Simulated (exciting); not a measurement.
The system is BaS.

```
CELL_PARAMETERS angstrom
0.00000 3.19375 3.19375
3.19375 0.00000 3.19375
3.19375 3.19375 0.00000
ATOMIC_POSITIONS crystal
Ba 0.00000 0.00000 0.00000
S 0.50000 0.50000 0.50000
```

Base run:

* Program: exciting (release sodium)
* Functional: PBE
* Potentials or basis: all-electron LAPW+lo, shipped species files, valence relativity iora*
* rgkmax: 7.5
* k mesh: 7 × 7 × 7
* Occupations: fermi-dirac, width 0.05 eV
* Spin: no spin polarisation

Its results: band gap on the k mesh 2.27 eV, indirect (least direct gap 2.38 eV).

Task: The run is repeated on the same cell with these changes: functional from PBE to LDA. What comes out?

Result: Band gap on the k mesh 2.07 eV, indirect (least direct gap 2.19 eV).

Caveats: the basis of Au and Ba changes in steps between geometries, so energy differences can be off by several meV; spin-orbit coupling is left out, which moves the levels of the heavy elements.

A k mesh can miss the band edges.
